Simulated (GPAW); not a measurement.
# Au in GPAW: convergence with plane-wave cutoff (eV)

Input of the first run (plane-wave cutoff (eV) 200); the others differ in this setting and in those tied to it:

File run.py:

```python
from ase import Atoms
from ase.dft.bandgap import bandgap
from ase.io import write
from ase.units import GPa
from gpaw import GPAW, PW

atoms = Atoms(['Au'],
              cell=[[2.74841, 0.0, 0.0],
                    [0.0, 2.74841, 0.0],
                    [0.0, 0.0, 2.74841]],
              scaled_positions=[[0.5, 0.5, 0.5]],
              pbc=True)

calc = GPAW(mode=PW(200),
            xc='RPBE',
            kpts={'size': (10, 10, 10), 'gamma': True},
            occupations={'name': 'fermi-dirac', 'width': 0.05},
            nbands=14,
            convergence={'density': 1e-05, 'energy': 1e-05},
            maxiter=100,
            txt='gpaw.txt')
atoms.calc = calc
energy = atoms.get_potential_energy()
forces = atoms.get_forces()
stress = atoms.get_stress()
calc.write('gs.gpw')
write('result.traj', atoms)
print(f'Energy: {energy:.6f} eV')
print('Forces (eV/A):')
print(forces.round(4))
print('Stress (GPa):', (stress / GPa).round(3))
print('Fermi level:', round(calc.get_fermi_level(), 4), 'eV')
print(f'Gap: {bandgap(calc)[0]:.4f} eV, direct: {bandgap(calc, direct=True)[0]:.4f} eV')
```

Potentials or basis: the program's PAW data sets (release 1.2.1) made for this functional, pw.

Command:

```console
$ OMP_NUM_THREADS=1 python run.py
```

The cell was built by a generator and needn't be a form met in nature.

Hardware: 1 thread of Intel(R) Xeon(R) 6975P-C (Granite Rapids), with other jobs on the host.

| plane-wave cutoff (eV) | energy less the tightest run, at zero smearing (meV/atom) | pressure (GPa) | SCF cycles | CPU time (s) | peak memory (GiB) |
| --- | --- | --- | --- | --- | --- |
| 200 | 423.18 | 3.85 | 9 | 2.9 | 0.12 |
| 250 | 255.55 | -0.72 | 9 | 3.2 | 0.12 |
| 300 | 92.22 | 2.40 | 9 | 3.4 | 0.12 |
| 350 | 57.38 | 4.98 | 9 | 3.5 | 0.12 |
| 400 | 54.10 | 4.76 | 9 | 3.8 | 0.13 |
| 500 | 25.90 | 4.67 | 9 | 4.3 | 0.13 |
| 600 | 21.00 | 5.07 | 9 | 4.8 | 0.13 |
| 800 | 4.80 | 4.82 | 9 | 7.3 | 0.15 |
| 1000 | 0.00 | 5.09 | 9 | 10 | 0.16 |

Not settled before the last step: the energy (to 1 meV/atom), the pressure (to 0.1 GPa). The tightest run that finished is the yardstick and may itself not be fully converged.

Caveat, for the tightest run too: with this Au data set, volumes or pressures lay over 1.5 % or 2 GPa off other programs in two to four cells of ten. Spin-orbit coupling is left out, which matters for the levels of Au.
